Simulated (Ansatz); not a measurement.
# BP: from a guess to a relaxed structure

The calculation used DFT PBE, scalar-relativistic, plane waves, PAW in Ansatz 0.2.0. Cutoff 420 eV, Gaussian smearing, Γ-centred meshes. Cell and atoms relax first on a coarse mesh and then on a finer one. In between, the cell is made exact in the group found at 0.06 Å. In metals the finer mesh still leaves noise of several meV/atom or more. The steps can't lower the symmetry of their start. No spin polarisation.

Recipe of this trial structure of BP: 3-connected net, two elements alternating (P4_132, No. 213). Lengths were set from tabulated atomic sizes, so they are only a guess.

```
B P
1.0
     5.15769    0.00000    0.00000
     0.00000    5.15769    0.00000
     0.00000    0.00000    5.15769
B P
4 4
Direct
  0.87500 0.87500 0.87500
  0.62500 0.12500 0.37500
  0.12500 0.37500 0.62500
  0.37500 0.62500 0.12500
  0.37500 0.37500 0.37500
  0.12500 0.62500 0.87500
  0.62500 0.87500 0.12500
  0.87500 0.12500 0.62500
```

Energies over the elements count from the elements' standard structures at the same level, with no fitted energy shifts. The references include black phosphorus.

Task: Where does the relaxation end?

Result: The symmetry stays P4_132 (No. 213). The volume per atom grows by 9.8 %, from 17.2 to 18.8 Å³. The shortest distance goes from 1.82 Å (B–P) to 1.88 Å (B–P). Conventional cell: a = 5.321 Å. B has 3 P at 1.88 Å; around P lie 3 B at 1.88 Å.

```cif
data_structure
_symmetry_space_group_name_H-M 'P4_132'
_symmetry_Int_Tables_number 213
_cell_length_a 5.3214
_cell_length_b 5.3214
_cell_length_c 5.3214
_cell_angle_alpha 90.000
_cell_angle_beta 90.000
_cell_angle_gamma 90.000
_cell_volume 150.69
loop_
_atom_site_label
_atom_site_type_symbol
_atom_site_symmetry_multiplicity
_atom_site_Wyckoff_symbol
_atom_site_fract_x
_atom_site_fract_y
_atom_site_fract_z
_atom_site_occupancy
B1 B 4 b 0.87500 0.87500 0.87500 1
P1 P 4 a 0.37500 0.37500 0.37500 1
```

Task: Give its energy and gap.

Result: The energy over the elements is +0.64 eV/atom and the gap on the 8×8×8 mesh of the 8-atom cell is 0 eV (a metal).

It can't be a ground state, since the elements alone are lower.

The last run used Gaussian smearing of 0.10 eV. The reference form of P is held partly by dispersion forces, which this level lacks. A structure relaxed within its symmetry needn't be a true minimum. In all, the 3 runs took 66 s on 1 thread of Arm Neoverse V1, on a shared host.
